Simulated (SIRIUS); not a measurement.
# TiAl (Pm-3m) in SIRIUS: settings compared, part 2 of 2

SIRIUS 7.12.0.

## 3. Band structure, RPBE

Input file sirius.json:

```json
{
  "control": {
    "processing_unit": "cpu",
    "std_evp_solver_name": "lapack",
    "gen_evp_solver_name": "lapack",
    "verbosity": 2,
    "print_forces": true,
    "ortho_rf": true,
    "use_second_variation": true,
    "rmt_max": 3.0,
    "num_bands_to_print": 21,
    "save_wf": true
  },
  "parameters": {
    "electronic_structure_method": "full_potential_lapwlo",
    "xc_functionals": ["XC_GGA_X_RPBE", "XC_GGA_C_PBE"],
    "core_relativity": "dirac",
    "valence_relativity": "iora",
    "num_fv_states": 21,
    "smearing": "gaussian",
    "smearing_width": 0.0018374661,
    "pw_cutoff": 24,
    "gk_cutoff": 3.67,
    "lmax_apw": 10,
    "lmax_rho": 8,
    "lmax_pot": 8,
    "num_mag_dims": 0,
    "auto_rmt": 0,
    "ngridk": [8, 8, 8],
    "shiftk": [0, 0, 0],
    "num_dft_iter": 80,
    "energy_tol": 1e-07,
    "density_tol": 1e-05,
    "use_symmetry": true
  },
  "settings": {"tol_ne": 1e-10},
  "iterative_solver": {"type": "exact"},
  "mixer": {"type": "broyden2", "beta": 0.5, "max_history": 8},
  "unit_cell": {
    "lattice_vectors": [[1.0, 0.0, 0.0], [0.0, 1.0, 0.0], [0.0, 0.0, 1.0]],
    "atom_types": ["Al", "Ti"],
    "atom_files": {"Al": "Al.json", "Ti": "Ti.json"},
    "atoms": {"Al": [[0.5, 0.5, 0.5]], "Ti": [[0.0, 0.0, 0.0]]},
    "lattice_vectors_scale": 6.0075602927
  }
}
```

Input file Al.json:

```json
{
  "name": "aluminium",
  "symbol": "Al",
  "number": 13,
  "mass": 26.9815386,
  "rmin": 1e-06,
  "rmt": 2.29,
  "nrmt": 800,
  "rinf": 20.43,
  "core": "1s",
  "valence": [
    {"basis": [{"enu": 0.1, "dme": 0, "n": 0, "auto": 0}, {"enu": 0.1, "dme": 1, "n": 0, "auto": 0}]},
    {"l": 0, "n": 1, "basis": [{"enu": 0.1573, "dme": 0, "n": 0, "auto": 0}]},
    {"l": 1, "n": 2, "basis": [{"enu": 0.2, "dme": 0, "n": 0, "auto": 0}]},
    {"l": 2, "n": 3, "basis": [{"enu": 0.2, "dme": 0, "n": 0, "auto": 0}]},
    {"l": 3, "n": 4, "basis": [{"enu": 0.2, "dme": 0, "n": 0, "auto": 0}]}
  ],
  "lo": [
    {
      "l": 0,
      "basis": [{"enu": 0.1573, "dme": 0, "n": 0, "auto": 0}, {"enu": 0.1573, "dme": 1, "n": 0, "auto": 0}]
    },
    {
      "l": 0,
      "basis": [{"enu": -3.645, "dme": 0, "n": 2, "auto": 1}, {"enu": -3.645, "dme": 1, "n": 2, "auto": 1}]
    },
    {
      "l": 0,
      "basis": [{"enu": -3.645, "dme": 1, "n": 2, "auto": 1}, {"enu": 0.1573, "dme": 0, "n": 0, "auto": 0}]
    },
    {
      "l": 0,
      "basis": [{"enu": 0.1573, "dme": 0, "n": 0, "auto": 0}, {"enu": 3.2084, "dme": 0, "n": 0, "auto": 0}]
    },
    {"l": 1, "basis": [{"enu": 0.2, "dme": 0, "n": 0, "auto": 0}, {"enu": 0.2, "dme": 1, "n": 0, "auto": 0}]},
    {
      "l": 1,
      "basis": [{"enu": -2.2597, "dme": 0, "n": 2, "auto": 1}, {"enu": -2.2597, "dme": 1, "n": 2, "auto": 1}]
    },
    {"l": 1, "basis": [{"enu": -2.2597, "dme": 1, "n": 2, "auto": 1}, {"enu": 0.2, "dme": 0, "n": 0, "auto": 0}]},
    {"l": 1, "basis": [{"enu": 0.2, "dme": 0, "n": 0, "auto": 0}, {"enu": 3.7087, "dme": 0, "n": 0, "auto": 0}]},
    {"l": 2, "basis": [{"enu": 0.2, "dme": 0, "n": 0, "auto": 0}, {"enu": 0.2, "dme": 1, "n": 0, "auto": 0}]},
    {"l": 2, "basis": [{"enu": 0.2, "dme": 1, "n": 0, "auto": 0}, {"enu": 0.2, "dme": 2, "n": 0, "auto": 0}]},
    {"l": 2, "basis": [{"enu": 0.2, "dme": 0, "n": 0, "auto": 0}, {"enu": 3.1748, "dme": 0, "n": 0, "auto": 0}]},
    {"l": 3, "basis": [{"enu": 0.2, "dme": 0, "n": 0, "auto": 0}, {"enu": 0.2, "dme": 1, "n": 0, "auto": 0}]}
  ],
  "free_atom": [... radial grid and density of the free atom, the start of the SCF ...]
}
```

Input file Ti.json:

```json
{
  "name": "titanium",
  "symbol": "Ti",
  "number": 22,
  "mass": 47.867,
  "rmin": 1e-06,
  "rmt": 2.4,
  "nrmt": 800,
  "rinf": 17.51,
  "core": "1s2s2p",
  "valence": [
    {"basis": [{"enu": 0.1, "dme": 0, "n": 0, "auto": 0}, {"enu": 0.1, "dme": 1, "n": 0, "auto": 0}]},
    {"l": 0, "n": 1, "basis": [{"enu": 0.2, "dme": 0, "n": 0, "auto": 0}]},
    {"l": 1, "n": 2, "basis": [{"enu": 0.2, "dme": 0, "n": 0, "auto": 0}]},
    {"l": 2, "n": 3, "basis": [{"enu": 0.2, "dme": 0, "n": 0, "auto": 0}]},
    {"l": 3, "n": 4, "basis": [{"enu": 0.2, "dme": 0, "n": 0, "auto": 0}]}
  ],
  "lo": [
    {"l": 0, "basis": [{"enu": 0.2, "dme": 0, "n": 0, "auto": 0}, {"enu": 0.2, "dme": 1, "n": 0, "auto": 0}]},
    {
      "l": 0,
      "basis": [{"enu": -1.9203, "dme": 0, "n": 3, "auto": 1}, {"enu": -1.9203, "dme": 1, "n": 3, "auto": 1}]
    },
    {"l": 0, "basis": [{"enu": -1.9203, "dme": 1, "n": 3, "auto": 1}, {"enu": 0.2, "dme": 0, "n": 0, "auto": 0}]},
    {"l": 0, "basis": [{"enu": 0.2, "dme": 0, "n": 0, "auto": 0}, {"enu": 2.9778, "dme": 0, "n": 0, "auto": 0}]},
    {"l": 1, "basis": [{"enu": 0.2, "dme": 0, "n": 0, "auto": 0}, {"enu": 0.2, "dme": 1, "n": 0, "auto": 0}]},
    {
      "l": 1,
      "basis": [{"enu": -1.0603, "dme": 0, "n": 3, "auto": 1}, {"enu": -1.0603, "dme": 1, "n": 3, "auto": 1}]
    },
    {"l": 1, "basis": [{"enu": -1.0603, "dme": 1, "n": 3, "auto": 1}, {"enu": 0.2, "dme": 0, "n": 0, "auto": 0}]},
    {"l": 1, "basis": [{"enu": 0.2, "dme": 0, "n": 0, "auto": 0}, {"enu": 3.3944, "dme": 0, "n": 0, "auto": 0}]},
    {"l": 2, "basis": [{"enu": 0.2, "dme": 0, "n": 0, "auto": 0}, {"enu": 0.2, "dme": 1, "n": 0, "auto": 0}]},
    {"l": 2, "basis": [{"enu": 0.2, "dme": 1, "n": 0, "auto": 0}, {"enu": 0.2, "dme": 2, "n": 0, "auto": 0}]},
    {"l": 2, "basis": [{"enu": 0.2, "dme": 0, "n": 0, "auto": 0}, {"enu": 2.9083, "dme": 0, "n": 0, "auto": 0}]},
    {"l": 3, "basis": [{"enu": 0.2, "dme": 0, "n": 0, "auto": 0}, {"enu": 0.2, "dme": 1, "n": 0, "auto": 0}]},
    {"l": 3, "basis": [{"enu": 0.2, "dme": 0, "n": 0, "auto": 0}, {"enu": 3.2208, "dme": 0, "n": 0, "auto": 0}]}
  ],
  "free_atom": [... radial grid and density of the free atom, the start of the SCF ...]
}
```

Input file sirius_start.json:

```json
{
  "control": {
    "processing_unit": "cpu",
    "std_evp_solver_name": "lapack",
    "gen_evp_solver_name": "lapack",
    "verbosity": 1,
    "print_forces": false,
    "ortho_rf": true,
    "use_second_variation": true,
    "rmt_max": 3.0,
    "num_bands_to_print": 21,
    "save_wf": false
  },
  "parameters": {
    "electronic_structure_method": "full_potential_lapwlo",
    "xc_functionals": ["XC_LDA_X", "XC_LDA_C_PW"],
    "core_relativity": "dirac",
    "valence_relativity": "iora",
    "num_fv_states": 21,
    "smearing": "fermi_dirac",
    "smearing_width": 0.0055123983,
    "pw_cutoff": 24,
    "gk_cutoff": 2.93,
    "lmax_apw": 10,
    "lmax_rho": 8,
    "lmax_pot": 8,
    "num_mag_dims": 0,
    "auto_rmt": 0,
    "ngridk": [3, 3, 3],
    "shiftk": [0, 0, 0],
    "num_dft_iter": 30,
    "energy_tol": 0.01,
    "density_tol": 0.05,
    "use_symmetry": true
  },
  "settings": {"tol_ne": 1e-10},
  "iterative_solver": {"type": "exact"},
  "mixer": {"type": "anderson", "beta": 0.5, "max_history": 8},
  "unit_cell": {
    "lattice_vectors": [[1.0, 0.0, 0.0], [0.0, 1.0, 0.0], [0.0, 0.0, 1.0]],
    "atom_types": ["Al", "Ti"],
    "atom_files": {"Al": "Al.json", "Ti": "Ti.json"},
    "atoms": {"Al": [[0.5, 0.5, 0.5]], "Ti": [[0.0, 0.0, 0.0]]},
    "lattice_vectors_scale": 6.0075602927
  }
}
```

Input file sirius_bands.json:

```json
{
  "control": {
    "processing_unit": "cpu",
    "std_evp_solver_name": "lapack",
    "gen_evp_solver_name": "lapack",
    "verbosity": 2,
    "print_forces": true,
    "ortho_rf": true,
    "use_second_variation": true,
    "rmt_max": 3.0,
    "num_bands_to_print": 21,
    "save_wf": true
  },
  "parameters": {
    "electronic_structure_method": "full_potential_lapwlo",
    "xc_functionals": ["XC_GGA_X_RPBE", "XC_GGA_C_PBE"],
    "core_relativity": "dirac",
    "valence_relativity": "iora",
    "num_fv_states": 21,
    "smearing": "gaussian",
    "smearing_width": 0.0018374661,
    "pw_cutoff": 24,
    "gk_cutoff": 3.67,
    "lmax_apw": 10,
    "lmax_rho": 8,
    "lmax_pot": 8,
    "num_mag_dims": 0,
    "auto_rmt": 0,
    "ngridk": [8, 8, 8],
    "shiftk": [0, 0, 0],
    "num_dft_iter": 80,
    "energy_tol": 1e-07,
    "density_tol": 1e-05,
    "use_symmetry": true
  },
  "settings": {"tol_ne": 1e-10},
  "iterative_solver": {"type": "exact"},
  "mixer": {"type": "broyden2", "beta": 0.5, "max_history": 8},
  "unit_cell": {
    "lattice_vectors": [[1.0, 0.0, 0.0], [0.0, 1.0, 0.0], [0.0, 0.0, 1.0]],
    "atom_types": ["Al", "Ti"],
    "atom_files": {"Al": "Al.json", "Ti": "Ti.json"},
    "atoms": {"Al": [[0.5, 0.5, 0.5]], "Ti": [[0.0, 0.0, 0.0]]},
    "lattice_vectors_scale": 6.0075602927
  },
  "kpoints_rel": {"G": [0.0, 0.0, 0.0], "M": [0.5, 0.5, 0.0], "R": [0.5, 0.5, 0.5], "X": [0.0, 0.5, 0.0]},
  "kpoints_path": ["G", "X", "M", "G", "R", "X"]
}
```

Potentials or basis: all-electron FP-LAPW, apw+lo standard.

The run is started by

```sh
OMP_NUM_THREADS=1 sirius.scf --input=sirius_start.json --output=start.json
OMP_NUM_THREADS=1 sirius.scf --input=sirius.json --output=output.json --task=1
OMP_NUM_THREADS=1 sirius.scf --input=sirius_bands.json --output=bands_out.json --task=2
```

Run time: 49 s. Hardware: 1 thread of Arm Neoverse V2, shared host; peak memory 0.45 GiB.

The run converged. Its results:

* Free energy: -29848.9344 eV
* Band gap along the path: none (metal or under the smearing width)
* All electrons inside the program's atomic spheres: Ti 20.38; Al 11.46 (radii Al 2.29, Ti 2.4 bohr)

Levels at the corners of the path, in eV from the Fermi level:
```
point  band 9  band 10  band 11  band 12  band 13  band 14
    Γ   -9.29    -1.45    -1.45     1.83     1.83     1.83
    X   -6.05    -5.21    -0.55     0.17     0.17     2.03
    M   -5.00    -2.14    -2.14    -1.47     0.73     0.73
    Γ   -9.29    -1.45    -1.45     1.83     1.83     1.83
    R   -3.10    -3.10    -3.10     0.70     2.80     2.80
    X   -6.05    -5.21    -0.55     0.17     0.17     2.03
```
